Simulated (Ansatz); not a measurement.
Input of an Ansatz 0.2.0 run:

Contents of input.yaml:

```yaml
crystal:
  lattice:
    - [-2.0303375, 2.0303375, 2.851094]
    - [2.0303375, -2.0303375, 2.851094]
    - [2.0303375, 2.0303375, -2.851094]
  atoms:
    - { symbol: Cu, position: [0.5, 0.5, 0.0] }
    - { symbol: Al, position: [0.25, 0.75, 0.5] }
    - { symbol: Al, position: [0.75, 0.25, 0.5] }
hamiltonian:
  xc: pbesol
  pseudopotentials: { kind: paw }
kpoints:
  mp_grid: { grid: [9, 9, 9] }
scf:
  occupations: { method: fermi_dirac, width: 0.05 }
output:
  forces: true
  stress: true
  eigenvalues: true
relax:
  f_tol: 0.01
  max_steps: 40
  cell: { stress_tol: 0.05 }
```

Potentials or basis: Ansatz PAW.

Launch:

```sh
$ ansatz run input.yaml --threads 2 --pin off --max-ram 5632MiB --backend cpu --events-out ev --progress --plain --runs-dir out
```

Problem. Predict the relaxed volume.

Solution. 15.66 Å³/atom.

Problem. What does it give for the space group after relaxing (to 0.05 Å)?

Solution. Fm-3m (No. 225).

Step by step:
```csv
step,energy change (eV),largest force (eV/Å),volume (Å³)
1,0.0000,0.0000,47.01
2,-0.0001,0.0000,46.98
3,-0.0001,0.0000,46.96
4,-0.0001,0.0000,46.96
5,-0.0001,0.0000,46.97
6,-0.0001,0.0000,46.97
```

Caveat: the plane-wave basis is chosen anew once the cell has moved, so the energies of steps on either side of that aren't comparable; the PAW data sets come from PBE, with cores solved anew for the run's functional, which leaves a small shift of forces and pressure.
